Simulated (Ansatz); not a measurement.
## Ag: relaxation of cell and atoms with r2SCAN

The system is Ag.

```xyz
1
Lattice="-1.6104 1.6535 1.6182 1.6593 -1.6605 1.6741 1.6393 1.6895 -1.6252" Properties=species:S:1:pos:R:3 pbc="T T T"
Ag    0.0000    0.0000    0.0000
```

This isn't the form of Ag at room conditions, which is fcc.

The cell isn't the ideal one: cell sheared at random, sigma 0.01, atoms nudged by 0.01 Å.

```json
{
 "Program": "Ansatz 0.2.0",
 "Task": "relaxation of cell and atoms",
 "Functional": "r2SCAN",
 "Potentials or basis": "Ansatz PAW",
 "Cutoff": "500 eV (not typed: the program's choice for these potentials)",
 "k mesh": "11 × 11 × 11",
 "Occupations": "fermi-dirac, width 0.05 eV",
 "Spin": "no spin polarisation",
 "Target pressure": "2 GPa",
 "Target pressure (GPa)": "2"
}
```

- Relaxed volume: 16.93 Å³/atom
- Relaxed cell: a = 2.867 Å, b = 2.889 Å, c = 2.867 Å, α = 119.72°, β = 90.04°, γ = 119.72°
- Space group after relaxing (to 0.05 Å): Fm-3m (No. 225)
- Energy change on relaxing (the enthalpy is what falls): -34.1 meV/atom
- Ionic steps: 19
- Pressure after relaxing: 2.0 GPa
- Band gap on the k mesh: none (metal or under the smearing width)

Step by step:
| step | energy change (eV) | largest force (eV/Å) | volume (Å³) |
| --- | --- | --- | --- |
| 1 | 0.0000 | 0.0000 | 18.15 |
| 2 | 0.0100 | 0.0000 | 16.37 |
| 3 | -0.0115 | 0.0000 | 17.18 |
| 4 | -0.0112 | 0.0000 | 17.10 |
| 5 | -0.0124 | 0.0000 | 16.98 |
| 6 | -0.0143 | 0.0000 | 16.91 |
| 7 | -0.0203 | 0.0000 | 16.98 |
| 8 | -0.0262 | 0.0000 | 16.93 |
| 9 | -0.0303 | 0.0000 | 17.00 |
| 10 | -0.0309 | 0.0000 | 16.85 |
| 11 | -0.0325 | 0.0000 | 16.95 |
| 12 | -0.0325 | 0.0000 | 16.94 |
| 13 | -0.0325 | 0.0000 | 16.93 |
| 14 | -0.0325 | 0.0000 | 16.93 |
| 15 | -0.0327 | 0.0000 | 16.94 |
| 16 | -0.0326 | 0.0000 | 16.93 |
| 17 | -0.0340 | 0.0000 | 16.93 |
| 18 | -0.0341 | 0.0000 | 16.93 |
| 19 | -0.0341 | 0.0000 | 16.93 |

Final structure:
```cif
data_structure
_symmetry_space_group_name_H-M 'P 1'
_symmetry_Int_Tables_number 1
_cell_length_a 2.8671
_cell_length_b 2.8894
_cell_length_c 2.8672
_cell_angle_alpha 119.723
_cell_angle_beta 90.041
_cell_angle_gamma 119.720
_cell_volume 16.93
loop_
_atom_site_label
_atom_site_type_symbol
_atom_site_fract_x
_atom_site_fract_y
_atom_site_fract_z
_atom_site_occupancy
Ag1 Ag 0.00000 0.00000 0.00000 1
```

Levels at points of the mesh, in eV from the Fermi level:
| k point | band 6 | band 7 | band 8 | band 9 | band 10 | band 11 | band 12 | band 13 | band 14 |
| --- | --- | --- | --- | --- | --- | --- | --- | --- | --- |
| (0.00, 0.00, 0.00) | -5.53 | -5.43 | -5.43 | -4.46 | -4.36 | 16.12 | 19.78 | 20.00 | 20.01 |

Wall time 4.1 min on 2 threads of Arm Neoverse V1, with other jobs on the host, peak memory 0.55 GiB.

Caveat: the plane-wave basis is chosen anew once the cell has moved, so the energies of steps on either side of that aren't comparable; the PAW data sets come from PBE, with cores solved anew for the run's functional, which leaves a small shift of forces and pressure.
